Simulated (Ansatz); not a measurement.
InSe:

```
In Se
1.0
     4.04733    0.00000    0.00000
    -2.02366    3.50509    0.00000
     0.00000    0.00000   18.05206
In Se
4 4
Cartesian
  0.0000 2.3367 1.3971
  0.0000 2.3367 16.6550
  0.0000 0.0000 7.6289
  0.0000 0.0000 10.4231
  0.0000 2.3367 6.3721
  0.0000 2.3367 11.6800
  2.0237 1.1684 2.6537
  2.0237 1.1684 15.3984
```

Measurements of this composition are mostly on another form, of space group No. 160.

Base run:

- Program: Ansatz 0.2.0
- Functional: PBEsol
- Potentials or basis: Ansatz PAW
- Cutoff: 420 eV (not typed: the program's choice for these potentials)
- k mesh: 8 × 8 × 2
- Occupations: fermi-dirac, width 0.05 eV
- Spin: no spin polarisation

Its results: band gap on the k mesh 0.64 eV, direct; pressure -0.8 GPa; largest force 0.061 eV/Å.

**Question.** The run is repeated on the same cell with these changes: functional from PBEsol to r2SCAN; cutoff from 420 eV (not typed: the program's choice for these potentials) to 500 eV (not typed: the program's choice for these potentials). What comes out?

**Answer.** Band gap on the k mesh 1.14 eV, direct; pressure -0.1 GPa; largest force 0.029 eV/Å.

r2SCAN gives the wider gap, since meta-GGAs in the generalised Kohn-Sham scheme recover part of the derivative discontinuity.

Caveats: spin-orbit coupling is left out, which moves the levels of the heavy elements; the PAW data sets come from PBE, with cores solved anew for the run's functional, which leaves a small shift of forces and pressure; this functional lacks dispersion, which binds the layers, so the pressure and a relaxed spacing across them are unreliable (some runs).
